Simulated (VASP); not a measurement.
## A VASP 6.6.1 single-point calculation on GaAs

INCAR

```
LCHARG = .FALSE.
MAGMOM = 1
ISMEAR = -1
GGA = PE
EDIFF = 1E-7
PREC = Accurate
LWAVE = .FALSE.
ISPIN = 2
IBRION = -1
LREAL = .FALSE.
ISIF = 2
NBANDS = 16
NSW = 0
ENCUT = 520
NELM = 89
LASPH = .TRUE.
SIGMA = 0.02
```

KPOINTS

```
KPOINTS created by Atomic Simulation Environment
0
Gamma
8 8 8
0 0 0
```

POSCAR

```
Ga As
 1.0000000000000000
     0.0000000000000000    2.8330831925000002    2.9073099721000002
     2.8330831925000002    0.0000000000000000    2.9073099721000002
     2.8330831925000002    2.8330831925000002    0.0000000000000000
 Ga  As
   1   1
Cartesian
  0.0000000000000000  0.0000000000000000  0.0000000000000000
  1.4165415962500001  1.4165415962500001  1.4536549860500001
```

The recommended PBE PAW datasets give the neutral cell 18 valence electrons.

Command

```
mpirun -np 1 vasp_std
```

Standard output (part)

```
POSCAR found type information on POSCAR GaAs
 POSCAR found :  2 types and       2 ions
|     EEEEEEE  RRRRRR   RRRRRR   OOOOOOO  RRRRRR      ###     ###     ###     |
|     E        R     R  R     R  O     O  R     R     ###     ###     ###     |
|     E        R     R  R     R  O     O  R     R     ###     ###     ###     |
|     EEEEE    RRRRRR   RRRRRR   O     O  RRRRRR       #       #       #      |
|     E        R    R   R    R   O     O  R    R      ###     ###     ###     |
|     EEEEEEE  R     R  R     R  OOOOOOO  R     R     ###     ###     ###     |
|     ERROR: You have set 1 value(s) for MAGMOM; however for                  |
|     spin-polarized calculations (ISPIN=2), MAGMOM has to be a list of       |
|     NIONS values. NIONS=2 in your calculation.                              |
|       ---->  I REFUSE TO CONTINUE WITH THIS SICK JOB ... BYE!!! <----       |
```

VASP stopped before the first electronic step.

The fault: too few starting moments.

The run took about 0.8 s on one core of a shared host (Intel Xeon Platinum 8488C).
